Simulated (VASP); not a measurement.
Input of a VASP 6.6.1 run:

The input INCAR:

```
ALGO     = Fast           # electronic algorithm
EDIFF    = 1E-7           # SCF threshold, eV
ENCUT    = 520            # plane-wave cutoff, eV
GGA      = PS             # functional
ISIF     = 2              # what is computed and relaxed
ISMEAR   = 0              # smearing method
LASPH    = True           # aspherical terms in the spheres
LCHARG   = True           # write CHGCAR
LELF     = True           # ELF
LREAL    = False          # projectors in reciprocal space
LVHAR    = True         
LWAVE    = False          # write WAVECAR
NBANDS   = 12             # bands
NELM     = 100            # most SCF steps
PREC     = Accurate       # precision mode
SIGMA    = 0.1            # smearing width, eV
```

KPOINTS

```
k-points
0
Gamma
  24 24 24
```

The input POSCAR:

```
Ti
1.0
   -1.6048370285      1.6048370285      1.6048370285
    1.6048370285     -1.6048370285      1.6048370285
    1.6048370285      1.6048370285     -1.6048370285
Ti
1
Direct
    0.0000000000      0.0000000000      0.0000000000
```

Potentials or basis: VASP PAW PBE potentials, release 64 (Ti_sv).

Launch:

```console
$ cat potpaw_PBE.64/Ti_sv/POTCAR > POTCAR
$ mpirun -np 1 vasp_std > vasp.out
```

Task: Predict the pressure.

Result: -0.3 GPa.

Task: Predict the band gap on the k mesh.

Result: None (metal or under the smearing width).

Caveat: the PAW data sets were made with another functional, which shifts forces and pressure a little.
